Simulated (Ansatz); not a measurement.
The system is BP.

```xyz
2
Lattice="0.0000 2.2690 2.2690 2.2690 0.0000 2.2690 2.2690 2.2690 0.0000" Properties=species:S:1:pos:R:3 pbc="T T T"
P     3.4035    3.4035    3.4035
B     0.0000    0.0000    0.0000
```

Base run:

```yaml
Program: Ansatz 0.2.0
Functional: PBEsol
Potentials_or_basis: all-electron LAPW, scalar-relativistic
Cutoff: 281 eV (chosen from the basis error)
Basis_error_allowed: 0.001 eV/atom
k_mesh: 10 × 10 × 10
Occupations: fermi-dirac, width 0.05 eV
Spin: no spin polarisation
```

Its results: band gap on the k mesh 1.14 eV, indirect (least direct gap 3.37 eV); pressure -2.0 GPa.

Task: The run is repeated on the same cell with these changes: functional from PBEsol to LDA. What comes out?

Result: Band gap on the k mesh 1.19 eV, indirect (least direct gap 3.38 eV); pressure -5.2 GPa.

LDA binds more tightly than PBEsol, so the same cell stands under less pressure.
